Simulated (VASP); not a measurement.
A run of VASP 6.6.1:

The input INCAR:

```
PREC = Accurate
ENCUT = 600
EDIFF = 1E-6
ISMEAR = -1
SIGMA = 0.05
LREAL = F
LASPH = T
NELM = 80
ALGO = Normal
ISIF = 3
LWAVE = F
LCHARG = F
METAGGA = R2SCAN
LMIXTAU = T
IBRION = 2
NSW = 60
EDIFFG = -0.01
```

File KPOINTS:

```
Automatic mesh
0
Gamma
  8 8 8
```

The input POSCAR:

```
HfN
1.0
    0.0000000000      2.2560000000      2.2560000000
    2.2560000000      0.0000000000      2.2560000000
    2.2560000000      2.2560000000      0.0000000000
Hf N
1 1
Direct
    0.0000000000      0.0000000000      0.0000000000
    0.5000000000      0.5000000000      0.5000000000
```

Potentials or basis: VASP PAW PBE potentials, release 64 (Hf_pv, N).

Launch:

```sh
$ cat potpaw_PBE.64/Hf_pv/POTCAR potpaw_PBE.64/N/POTCAR > POTCAR
$ mpirun -np 1 vasp_std > vasp.out
```

Hardware: 1 thread of AMD EPYC 7R13 Processor (Zen 3), with other jobs on the host.

Question: How long does it take, and how much memory?

Answer: Wall time 68 s on 1 thread of AMD EPYC 7R13 Processor (Zen 3) (shared host), peak memory 0.14 GiB. Counts: scf iterations 20, k points 29, ion steps 1.
